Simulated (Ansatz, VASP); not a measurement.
# Two plane-wave programs on Bi

```
Bi
1.0
    -1.98143    1.98143    1.98143
     1.98143   -1.98143    1.98143
     1.98143    1.98143   -1.98143
Bi
1
Direct
  0.00000 0.00000 0.00000
```

This isn't the form of Bi at room conditions, which is rhombohedral.

Alike in both runs: task single point; functional r2SCAN; k mesh 6 × 6 × 6; occupations gaussian, width 0.1 eV; no spin polarisation.

```csv
,VASP,Ansatz
version,VASP 6.6.1,Ansatz 0.2.0
potentials or method,"VASP PAW PBE potentials, release 64 (Bi_d)","scalar-relativistic, plane waves, PAW"
plane-wave cutoff (eV),520,500
valence electrons in the cell,15,15
```

```csv
,VASP,Ansatz,Ansatz less VASP
gap on the k mesh at the Fermi level (eV),none,none,-
pressure (GPa),0.4,0.4,+0.03
```

A gap of «none» marks a metal or a gap that the smearing closes.

Caveats: the k mesh is coarse (spacing up to 0.37 Å⁻¹), so the values aren't converged; the PAW data sets were made with another functional, which shifts forces and pressure a little (VASP); spin-orbit coupling is left out, which moves the levels of the heavy elements.
